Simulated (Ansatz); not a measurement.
**WSe₂ (P6_3/mmc), generalised stacking fault**

The calculation used DFT PBEsol, scalar-relativistic, plane waves, PAW in Ansatz 0.2.0. The runs took a 420 eV cutoff, a Γ-centred 9×9×2 mesh and Gaussian smearing (0.05 eV). Spin–orbit coupling is left out, which matters for the heavy elements here. No spin polarisation. Energies are free energies at this smearing, counted from the undisturbed cell; pressure is positive in compression.

Reference structure (relaxed at this level):

```
W Se
1.0
    -3.27115    0.00000    0.00000
    -1.63558   -2.83290    0.00000
     0.00000    0.00000   13.22067
W Se
2 4
Cartesian
  -1.6356 -0.9443 9.9155
  -3.2712 -1.8886 3.3052
  -1.6356 -0.9443 1.6312
  -3.2712 -1.8886 8.2416
  -1.6356 -0.9443 4.9791
  -3.2712 -1.8886 11.5894
```

The cell holds layers and no dispersion correction was added, so their binding is poorly described.

The cut lies on the cell's a–b face, a (0 0 1) plane (indices in the standard cell, whose axes needn't be the Cartesian ones shown) of area 9.27 Å², between layers 3.26 Å apart. Vector c is tilted by f times 1·a + 0·b (length 3.271 Å) with the atoms' Cartesian places fixed: one unrelaxed fault a cell.

| f | γ (mJ/m²) | shear traction, the slope of γ along the slip (GPa) | gap on the mesh (eV) |
| --- | --- | --- | --- |
| 0.0000 | 0 | 0.0 | 1.14 |
| 0.1000 | 11 | 0.6 | 1.13 |
| 0.2000 | 39 | 1.0 | 1.12 |
| 0.3000 | 75 | 1.1 | 1.11 |
| 0.4000 | 105 | 0.7 | 1.11 |
| 0.5000 | 117 | 0.0 | 1.12 |

By symmetry 0.6000 repeats 0.4000, 0.8000 repeats 0.2000, 0.7000 repeats 0.3000, 0.9000 repeats 0.1000 in energy, with the opposite slope along the path.

Cost: 6 runs of about 2.9 core-minutes in all, on AMD EPYC 7R43 (Zen 3) (shared hosts).